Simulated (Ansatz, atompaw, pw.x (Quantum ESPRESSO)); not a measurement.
W: one change to the PAW (atompaw) potential, in the atom and in the sc crystal

W (Z = 74), PAW, made with atompaw 4.2.0.5 (PBE, scalar-relativistic). Core [Kr] 4d10 4f14, reference 5s2 5p6 5d4.5 6s1.5 6p0. Waves: 5s (bound): rc 1.95 bohr; 6s (bound): rc 2.90 bohr; 5p (bound): rc 1.80 bohr; 6p (bound, empty): rc 2.10 bohr; 5d (bound): rc 2.90 bohr; 5d channel at 1.25 Ry: rc 2.90 bohr. Local part: bessel scheme, radius 2.85 bohr. Core correction: smooth core density matched at 1.45 bohr. Augmentation charge: sinc compensation charge, radius 2.10 bohr; PAW radius 2.90 bohr; waves and projectors: custom rrkj vanderbiltortho.

Change: all radii scaled by about 0.75 (s 1.46, p 1.36, d 2.18 bohr); local potential bessel scheme, radius 2.14 bohr; augmentation sinc compensation charge, radius 1.58 bohr; PAW radius 2.18 bohr; waves and projectors: custom rrkj vanderbiltortho; core correction smooth core density matched at 1.10 bohr.

Cutoffs, loose and tight: the cutoffs (Ry, on a coarse ladder) from which the occupation-weighted sum of valence levels, in a spherical-Bessel basis at the reference potential, stays within 10 and 1 mRy of its value at 400 Ry. They see the waves and projectors alone, not the compensation charge or the core.

Crystal test: sc W in pw.x 7.5, no spin, 12³ k-points, Fermi–Dirac smearing 0.01 Ry, cutoffs set for each file from its atomic test. The reference is all-electron LAPW (Ansatz 0.2.0) with the same functional, mesh and smearing; V0 and B0 come from Birch–Murnaghan fits to the pressures at five volumes. Errors are pseudo minus all-electron; Δ is the rms difference of the E(V) curves that follow from these fits, minima aligned, over ±6 % about the mean V0. Mesh and smearing are coarse, so the numbers serve the comparison and aren't converged zero-temperature values; the lattice is a test structure that the element need not adopt.

All-electron: a0 = 2.638 Å (V0 = 18.36 Å³/atom), B0 = 216.4 GPa.

Question: Does the change bring the crystal closer to the all-electron result?

Answer: The mean pressure error goes from +9.72 to +0.82 GPa, so the change moves the solid closer to the all-electron pressures.

```json
{"quantity": "outcome (atom)", "base": "generated", "changed": "generated"}
{"quantity": "cutoff, loose (atom)", "base": "25 Ry", "changed": "40 Ry"}
{"quantity": "cutoff, tight (atom)", "base": "45 Ry", "changed": "80 Ry"}
{"quantity": "bound ghosts (atom)", "base": "none", "changed": "none"}
{"quantity": "cutoffs in pw.x (Ry)", "base": "55/550", "changed": "100/900"}
{"quantity": "a0 (Å)", "base": "2.674", "changed": "2.641"}
{"quantity": "a0 error (%)", "base": "+1.38", "changed": "+0.13"}
{"quantity": "B0 error (%)", "base": "+2.1", "changed": "+0.6"}
{"quantity": "Δ (meV/atom)", "base": "37.5", "changed": "3.4"}
{"quantity": "mean pressure error (GPa)", "base": "+9.72", "changed": "+0.82"}
```

Base: The largest radius (2.90 bohr) exceeds half the bond length (2.50 bohr), so the spheres overlap, which is one possible source of error among others. This is a poor potential for the solid. The atomic cutoffs weigh occupied waves only.
